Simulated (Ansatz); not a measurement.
# Iridium, bcc: HSE06 at the PBE geometry

Aim: see what exact exchange does to the levels, and what it costs. Spin polarisation is left out. The cell comes from an earlier PBE relaxation. Exact exchange is dear, so the k-mesh is coarse, and PBE is run on the same mesh for comparison.

Method: DFT, plane waves (420 eV) with PBE-made PAW files, scalar-relativistic; functionals as named at each step, in Ansatz 0.2.0.

**1. The system as given**

The structure is cubic, space group Im-3m (No. 229). The conventional cell has a = 3.112 Å, b = 3.112 Å, c = 3.112 Å, α = 90.00°, β = 90.00°, γ = 90.00°. Around Ir (site symmetry m-3m) lie 8 Ir at 2.69 Å.

Coordinates:

```
Ir
1.0
    -1.55577    1.55577    1.55577
     1.55577   -1.55577    1.55577
     1.55577    1.55577   -1.55577
Ir
1
Direct
  0.00000 0.00000 0.00000
```

**2. PBE, coarse mesh**

The run with PBE.

File input.yaml:

```yaml
crystal:
  lattice:
    - [-1.5557685081, 1.5557685081, 1.5557685081]
    - [1.5557685081, -1.5557685081, 1.5557685081]
    - [1.5557685081, 1.5557685081, -1.5557685081]
  atoms:
    - { symbol: Ir, position: [0.0, 0.0, 0.0] }
hamiltonian:
  xc: pbe
  pseudopotentials:
    kind: paw
    azcp:
      Ir: "pseudopotentials/Ir.paw.azcp"
basis:
  ecutwfc: 420
  fft_grid_basis: typed
kpoints:
  mp_grid: { grid: [7, 7, 7], shift: [0, 0, 0] }
magnetization:
  spin_polarized: false
scf:
  occupations: { method: fermi_dirac, width: 0.1 }
```

Command:

```console
> ansatz run input.yaml --threads 4 --pin off --max-ram 8192MiB --backend cpu --events-out ev --progress --plain --runs-dir out
```

The log of the run:

```text
Warning: RAYON_NUM_THREADS=4 ignored (pool sized by the plan → 4); use --threads N
Engine: ansatz 0.2.0, aarch64-unknown-linux-gnu
Pseudopotentials: kind: paw
Pseudopotential: Ir, paw, valence charge 17, recommended cutoff 420 eV (normal), <dir>
Functional definition: PBE
  parameter kappa = 0.804
  parameter beta = 0.06672455060314922
  exchange = pbe_x(kappa = kappa, mu = beta*pi^2/3)
  correlation = pbe_c(beta = beta)
Crystal: 1 atoms, lattice volume = 15.062 Å³
Basis set: ecut = 420 eV, 321 PW (Γ)
Bands: 13, of which v1, the nominal top of the filled ones, is band 9 counted from 1 (8 counted from 0)
Symmetry: 48 space group operations
Space group: Im-3m (ITA 229), of the structure as read, at distance tolerance 2.5e-5 Å
k-points: 20 of 343
Non-local potential: Ir, projectors of the file, l = 0: 3, l = 1: 2, l = 2: 2, l = 3: 1
PAW form: soft (Blöchl's): semilocal exchange-correlation on the pseudo side does not see the compensation charge
PAW one-centre angular grid: Ir, 590 points (default); XC on 64 Gauss nodes
Initial density: superposition of atomic densities (neutral atoms: chi_scale 0, normalization atom), corrected by the library's trained network
Initial wavefunctions: pseudopotential atomic-orbital guess
Functional: x = pbe(κ = 0.804, μ = 0.2195149727645171), c = pbe(β = 0.06672455060314922)
SCF iter   1: F=—  HF=-11934.768655 eV  |F-HF|=—  |Δ(HF+E_count)|=         —  Δρ=5.83e-3  dr2=1.05e-3  ethr=1.77e-3  ⟨swp⟩=5.0  Hψ=1310  notcnv=0
preconditioner: auto → none  [metal: Δε(μ)=0.017 eV  Ē_g=13.241 eV  σ=0.100 eV  W_gap=0.04  n_scr=0 (ndim 8)  ℏωp=28.7 eV  f_vac=0.000  D(μ)=2.39/eV (n_scr^D=42)]
SCF iter   2: F=—  HF=-11934.769281 eV  |F-HF|=—  |Δ(HF+E_count)|=   6.26e-4  Δρ=2.94e-3  dr2=2.47e-4  ethr=6.15e-6  ⟨swp⟩=2.0  Hψ=486  notcnv=0
SCF iter   3: F=—  HF=-11934.769607 eV  |F-HF|=—  |Δ(HF+E_count)|=   3.27e-4  Δρ=7.18e-4  dr2=5.04e-5  ethr=1.45e-6  ⟨swp⟩=2.0  Hψ=362  notcnv=0
SCF iter   4: F=—  HF=-11934.769594 eV  |F-HF|=—  |Δ(HF+E_count)|=   1.35e-5  Δρ=9.55e-5  dr2=8.11e-7  ethr=2.96e-7  ⟨swp⟩=2.1  Hψ=354  notcnv=0
iter 5 did not close the SCF: its close was put off for the readings that it lacked (scf_convergence_deferred on its scf_iter line)
SCF iter   5: F=-11934.769594 eV  HF=-11934.769594 eV  |F-HF|=1.06e-8  |Δ(HF+E_count)|=   9.87e-8  Δρ=1.50e-5  dr2=2.16e-8  ethr=4.77e-9  ⟨swp⟩=2.0  Hψ=357  notcnv=0
SCF iter   6: F=-11934.769594 eV  HF=-11934.769594 eV  |F-HF|=1.96e-9  |Δ(HF+E_count)|=  4.38e-10  Δρ=4.29e-6  dr2=2.66e-9  ethr=1.27e-10  ⟨swp⟩=1.0  Hψ=708  notcnv=0
SCF 1 converged in 6 iterations: F = -11934.769594 eV  dr2 = 2.66e-9
SCF converged after 6 iterations
Free energy (F): -11934.769594 eV
Harris-Foulkes:  -11934.769594 eV  (|F-HF|=1.96e-9)
Internal energy: -11934.697166 eV  (E = F + TS)
E sigma→0 (E₀):  -11934.733380 eV
Entropy (-TS):   -0.072428 eV (-72.428 meV/atom)
Fermi energy:    23.601631 eV
--- Per-component energies (eV) ---
  E_band       = -108.832982
  E_kinetic    = 622.474201
  E_local      = -1138.510519  (includes V_loc(G=0)·N_el)
  E_nonlocal   = 73.207688
  E_hartree    = 432.638520
  E_xc         = -267.290731
  E_vxc        = -299.167126  (∫ρ·V_xc dr)
  E_paw        = -9223.586158  (= ΣΔE_a)
  E_vpaw       = -232.116348  (= ΣTr[D̂ρ^β])
  E_aug_tail   = 0.000059  (compensation charges beyond the density's cutoff)
  E_ewald      = -2433.630225
  E_smearing   = -0.072428  (= −TS)
  E_closure    = 0.000000  (closes the sum)
  Σ components = -11934.769594   (vs F -11934.769594, Δ=0.00e0)
```

Wall time 0.24 s (4 threads of Arm Neoverse V2, shared host); peak memory 0.24 GiB.

**3. HSE06, coarse mesh**

The run with HSE06.

input.yaml: that of step 2 with these lines changed.

```diff
@@ -8,3 +8,3 @@
 hamiltonian:
-  xc: pbe
+  xc: hse06
   pseudopotentials:
```

Command:

```console
> ansatz run input.yaml --threads 4 --pin off --max-ram 8192MiB --backend cpu --events-out ev --progress --plain --runs-dir out
```

The log of the run:

```text
Warning: RAYON_NUM_THREADS=4 ignored (pool sized by the plan → 4); use --threads N
[... 3 set-up lines as earlier in the session ...]
Functional definition: HSE06
  parameter a = 0.25
  parameter omega = 0.11/bohr
  exchange = pbe_x - a*pbe_x_sr(omega) + a*exact_x_sr(omega)
  correlation = pbe_c
Crystal: 1 atoms, lattice volume = 15.062 Å³
Basis set: ecut = 420 eV, 321 PW (Γ)
Bands: 13, of which v1, the nominal top of the filled ones, is band 9 counted from 1 (8 counted from 0)
[... 2 set-up lines as earlier in the session ...]
k-points: 20 of 343
[... 2 set-up lines as earlier in the session ...]
PAW frozen core: Ir, regenerated for the run's functional, and the local potential with it (the file was generated under x = pbe(κ = 0.804, μ = 0.2195149727645171), c = pbe(β = 0.06672455060314922))
[... 3 set-up lines as earlier in the session ...]
Functional: x = pbe(κ = 0.804, μ = 0.2195149727645171), c = pbe(β = 0.06672455060314922), warm-up for x = pbe(κ = 0.804, μ = 0.2195149727645171) + 0.25 (exact − pbe) at short range (hse, ω = 0.20786987370883472 Å⁻¹), c = pbe(β = 0.06672455060314922); HSE06 as pw.x's `hse` composes it (authors' and Libxc's form: `xc: wpbeh`)
SCF iter   1: F=—  HF=-11934.767420 eV  |F-HF|=—  |Δ(HF+E_count)|=         —  Δρ=7.58e-3  dr2=3.74e-3  ethr=1.77e-3  ⟨swp⟩=6.7  Hψ=1070  notcnv=0
preconditioner: auto → none  [metal: Δε(μ)=0.017 eV  Ē_g=13.239 eV  σ=0.100 eV  W_gap=0.04  n_scr=0 (ndim 8)  ℏωp=28.7 eV  f_vac=0.000  D(μ)=2.39/eV (n_scr^D=42)]
iter 2 solved again at ethr=1.67e-6 eV; its pass at ethr=2.20e-5 eV (dr2=2.84e-4 eV) is discarded
SCF iter   2: F=—  HF=-11934.767244 eV  |F-HF|=—  |Δ(HF+E_count)|=   1.77e-4  Δρ=2.97e-3  dr2=2.83e-4  ethr=1.67e-6  ⟨swp⟩=2.0  Hψ=990  notcnv=0
SCF iter   3: F=—  HF=-11934.767470 eV  |F-HF|=—  |Δ(HF+E_count)|=   2.27e-4  Δρ=1.44e-3  dr2=5.91e-5  ethr=1.66e-6  ⟨swp⟩=2.0  Hψ=443  notcnv=0
SCF iter   4: F=—  HF=-11934.767553 eV  |F-HF|=—  |Δ(HF+E_count)|=   8.27e-5  Δρ=5.13e-5  dr2=8.70e-8  ethr=3.47e-7  ⟨swp⟩=2.0  Hψ=942  notcnv=0
SCF iter   5: F=—  HF=-11934.767553 eV  |F-HF|=—  |Δ(HF+E_count)|=   1.24e-7  Δρ=4.00e-6  dr2=1.29e-9  ethr=5.12e-10  ⟨swp⟩=3.0  Hψ=543  notcnv=0
SCF iter   6: F=-11934.767553 eV  HF=-11934.767553 eV  |F-HF|=1.82e-12  |Δ(HF+E_count)|=  2.98e-10  Δρ=2.86e-7  dr2=2.70e-12  ethr=7.60e-12  ⟨swp⟩=3.0  Hψ=524  notcnv=0
SCF 1 converged in 6 iterations: F = -11934.767553 eV  dr2 = 2.70e-12
Initial density: handed on by an earlier stage of this run
Initial wavefunctions: those handed on with the density
Functional: x = pbe(κ = 0.804, μ = 0.2195149727645171) + 0.25 (exact − pbe) at short range (hse, ω = 0.20786987370883472 Å⁻¹), c = pbe(β = 0.06672455060314922); HSE06 as pw.x's `hse` composes it (authors' and Libxc's form: `xc: wpbeh`)
Exchange kernel: α = 0.2500, screened, ω = 0.2079 Å⁻¹, Wigner–Seitz truncation, v(0) = 1042.8677 eV·Å³, q-mesh 7×7×7, nearest image of the exchange supercell L = 18.86 Å, pair-density grid 12×12×12, without the augmentation charges, whose exchange is taken in its separable form by FFT convolution over the k-point mesh (sized by the pseudopotential files, 15×15×15 at the most), smooth part of the exact exchange by density-matrix convolution
Frozen-core exchange: fock
iter 1 solved again at ethr=7.66e-6 eV; its pass at ethr=1.00e-1 eV (dr2=1.30e-3 eV) is discarded
SCF iter   1: F=—  HF=-11936.245624 eV  |F-HF|=—  |Δ(HF+E_count)|=         —  Δρ=5.89e-3  dr2=1.51e-3  ethr=7.66e-6  ⟨swp⟩=4.0  Hψ=1178  notcnv=0
preconditioner: auto → none  [metal: Δε(μ)=0.060 eV  Ē_g=14.800 eV  σ=0.100 eV  W_gap=0.15  n_scr=0 (ndim 8)  ℏωp=28.7 eV  f_vac=0.000  D(μ)=1.86/eV (n_scr^D=18)]
SCF iter   2: F=—  HF=-11936.245089 eV  |F-HF|=—  |Δ(HF+E_count)|=   5.35e-4  Δρ=2.54e-3  dr2=5.36e-4  ethr=7.66e-6  ⟨swp⟩=2.0  Hψ=440  notcnv=0
SCF iter   3: F=—  HF=-11936.247095 eV  |F-HF|=—  |Δ(HF+E_count)|=   2.01e-3  Δρ=1.02e-3  dr2=5.06e-5  ethr=1.34e-6  ⟨swp⟩=3.0  Hψ=555  notcnv=0
SCF iter   4: F=—  HF=-11936.247080 eV  |F-HF|=—  |Δ(HF+E_count)|=   1.51e-5  Δρ=1.98e-4  dr2=9.46e-6  ethr=2.05e-7  ⟨swp⟩=2.1  Hψ=448  notcnv=0
SCF iter   5: F=-11936.247117 eV  HF=-11936.247118 eV  |F-HF|=8.42e-7  |Δ(HF+E_count)|=   3.83e-5  Δρ=1.79e-4  dr2=1.82e-6  ethr=1.41e-8  ⟨swp⟩=3.0  Hψ=637  notcnv=0
SCF 2 stopped early in 5 iterations: F = -11936.247117 eV  dr2 = 1.82e-6
hybrid outer 1: dexx = +2.395e-3 eV, tail = 1.05e-5 eV
Exchange kernel: α = 0.2500, screened, ω = 0.2079 Å⁻¹, Wigner–Seitz truncation, v(0) = 1042.8677 eV·Å³, q-mesh 7×7×7, nearest image of the exchange supercell L = 18.86 Å, pair-density grid 12×12×12, without the augmentation charges, whose exchange is taken in its separable form by FFT convolution over the k-point mesh (sized by the pseudopotential files, 15×15×15 at the most), smooth part of the exact exchange by density-matrix convolution
Frozen-core exchange: fock
SCF iter   1: F=—  HF=-11936.247135 eV  |F-HF|=—  |Δ(HF+E_count)|=         —  Δρ=9.97e-5  dr2=4.53e-7  ethr=3.08e-7  ⟨swp⟩=3.1  Hψ=603  notcnv=0
preconditioner: auto → none  [metal: Δε(μ)=0.081 eV  Ē_g=14.808 eV  σ=0.100 eV  W_gap=0.20  n_scr=0 (ndim 8)  ℏωp=28.7 eV  f_vac=0.000  D(μ)=1.81/eV (n_scr^D=18)]
iter 2 solved again at ethr=9.51e-11 eV; its pass at ethr=2.53e-9 eV (dr2=1.62e-8 eV) is discarded
SCF iter   2: F=-11936.247135 eV  HF=-11936.247135 eV  |F-HF|=3.26e-9  |Δ(HF+E_count)|=   1.60e-7  Δρ=2.65e-5  dr2=3.71e-8  ethr=9.51e-11  ⟨swp⟩=2.0  Hψ=1010  notcnv=0
SCF 3 converged in 2 iterations: F = -11936.247135 eV  dr2 = 3.71e-8
hybrid outer 2: dexx = +1.588e-7 eV, tail = 8.21e-8 eV, Δε = 2.08e-3 eV (about 2.13e-4 eV left of the loop's levels)
hybrid SCF converged: 2 outer / 7 inner (+6 warm-up), last move |dexx| = 1.59e-7 eV, tail = 8.21e-8 eV
Stability not checked: this state was not tested for a lower state beside it, because the functional holds exact exchange (a hybrid, or Hartree-Fock), whose exchange loop this test does not read (fock_operator; see scf.lower_state_search)
Free energy (F): -11936.247135 eV
Frozen-core exchange: fock
Harris-Foulkes:  -11936.247135 eV  (|F-HF|=3.26e-9)
Internal energy: -11936.192423 eV  (E = F + TS)
E sigma→0 (E₀):  -11936.219779 eV
Entropy (-TS):   -0.054712 eV (-54.712 meV/atom)
Fermi energy:    23.059293 eV
--- Per-component energies (eV) ---
  E_band       = -146.707158
  E_kinetic    = 621.896506
  E_local      = -1136.345644  (includes V_loc(G=0)·N_el)
  E_nonlocal   = 74.360104
  E_hartree    = 431.269239
  E_xc         = -212.614326
  E_vxc        = -236.413610  (∫ρ·V_xc dr)
  E_exx        = -56.700507  (= α·E_x^exact, valence–valence)
  E_paw        = -9222.226983  (= ΣΔE_a)
  E_vpaw       = -219.343223  (= ΣTr[D̂ρ^β])
  E_aug_tail   = 0.000059  (compensation charges beyond the density's cutoff)
  E_ewald      = -2433.630225
  E_core_change = -2.200646  (= ΣΔE_core)
  E_smearing   = -0.054712  (= −TS)
  E_closure    = -0.000000  (closes the sum)
  Σ components = -11936.247135   (vs F -11936.247135, Δ=0.00e0)
--- Band table (eV; the first three rows and the last of 20) ---
  k-point 0: bands = ["-73.3517", "-28.4760", "-28.4760", "-28.4760", "12.0370", "19.1742", "19.1742", "19.1742", "22.2353", "22.2353", "40.5615"]
  k-point 1: bands = ["-73.3390", "-28.6298", "-28.5282", "-28.4799", "13.0037", "18.7660", "19.1403", "20.0826", "21.8142", "22.3319", "40.8962"]
  k-point 2: bands = ["-73.3104", "-28.9691", "-28.6450", "-28.4894", "14.8866", "17.9480", "19.4413", "21.8403", "22.5510", "22.6471", "38.4493"]
  k-point 19: bands = ["-73.2389", "-29.0564", "-29.0298", "-29.0298", "15.8076", "15.9224", "24.0013", "24.0013", "24.6845", "29.9116", "33.3467"]
  guard bands above this table: 2 of the run's 13 bands. The solve was not asked for them (output.publish_guard_bands: true or output.eigenvalues: true publishes all)
```

It took 3.1 s on 4 threads of Arm Neoverse V2, shared host; peak memory 0.63 GiB.

**4. Side by side**

```
functional               gap on the mesh  Fermi energy (eV)  SCF cycles  exchange loops  CPU time
       PBE  none (levels filled in part)             23.602           6               -     0.5 s
     HSE06  none (levels filled in part)             23.059          13               2       8 s
```

**5. Outcome**

| quantity | value |
| --- | --- |
| PBE: gap | none (levels filled in part) |
| HSE06: gap | none (levels filled in part) |
| HSE06: SCF cycles, exchange loops | 13, 2 |
| HSE06: CPU time over that of PBE | 16 |
| HSE06: relative to fcc | +794 meV/atom |

In words: Both PBE and HSE06 leave levels filled in part. The hybrid took 16 times as much CPU time as PBE on the same settings. The exchange operator of HSE06 was renewed in 2 outer loops. To compare with dense-mesh energies, the change of PBE from this mesh and smearing to its dense run (+63.5 meV/atom, from a run not shown) is added. Under HSE06 it lies 794 meV/atom above fcc (computed apart in the same way); on such meshes a few tens of meV are uncertain for metals. The total energies in the logs cannot be compared from one functional to another.
